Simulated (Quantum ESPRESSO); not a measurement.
Crystal: Pb.

```xyz
1
Lattice="0.0000 2.4750 2.4750 2.4750 0.0000 2.4750 2.4750 2.4750 0.0000" Properties=species:S:1:pos:R:3 pbc="T T T"
Pb    0.0000    0.0000    0.0000
```

| Quantity | Value |
| --- | --- |
| Program | Quantum ESPRESSO 7.5 |
| Task | phonons and electron-phonon coupling |
| Functional | LDA |
| Potentials or basis | GBRV 1.5 LDA |
| Cutoff | 612 eV |
| Density cutoff | 4898 eV |
| k mesh | 8 × 8 × 8 |
| Occupations | methfessel-paxton, width 0.272 eV |
| Spin | no spin polarisation |
| Form of the LDA correlation | PZ81 |
| Mixing beta | 0.5 |
| Most SCF iterations | 120 |
| SCF threshold | 2e-10 Ry |
| q mesh | 4 × 4 × 4 |

The cell and the atoms were relaxed first, to 29.01 Å³/atom (a = 3.449 Å, b = 3.449 Å, c = 3.449 Å, α = 60.00°, β = 60.00°, γ = 60.00°), and the response was taken there.

**Question.** Is this structure dynamically stable at this level, and how far does the spectrum reach?

**Answer.** Probably: the only imaginary values, down to 2i cm⁻¹ near q = (0.03, 0.03, 0.06), are small enough to come from the interpolation. The highest frequency is 80 cm⁻¹.

Phonon frequencies at the corners of the path (cm⁻¹, interpolated; i marks imaginary ones):
```
point  frequencies
    Γ        0 0 0
    X     55 55 77
    W     56 61 61
    K     46 66 70
    L     36 36 77
    U     46 66 70
```

Harmonic thermodynamics per atom at this volume (zero-point energy 9.9 meV, Debye temperature from the second moment 104 K):
```
 T (K)  free energy (meV)  entropy (k_B)  heat capacity Cv (k_B)
    50                6.0           2.23                    2.45
   100               -8.0           4.09                    2.84
   200              -52.9           6.11                    2.96
298.15             -109.9           7.30                    2.98
   500             -251.4           8.84                    2.99
   800             -499.6          10.25                    3.00
```

Phonon states per cell in windows of 5 cm⁻¹ (negative: imaginary):
```
from (cm⁻¹)  total
          0   0.00
          5   0.02
         10   0.03
         15   0.04
         20   0.06
         25   0.08
         30   0.13
         35   0.25
         40   0.38
         45   0.39
         50   0.32
         55   0.26
         60   0.15
         65   0.09
         70   0.30
         75   0.50
```

Caveat: the mesh is thin for the phonons of a metal; λ from interpolated matrix elements is rough: modes that symmetry makes equal can differ by tens of percent.
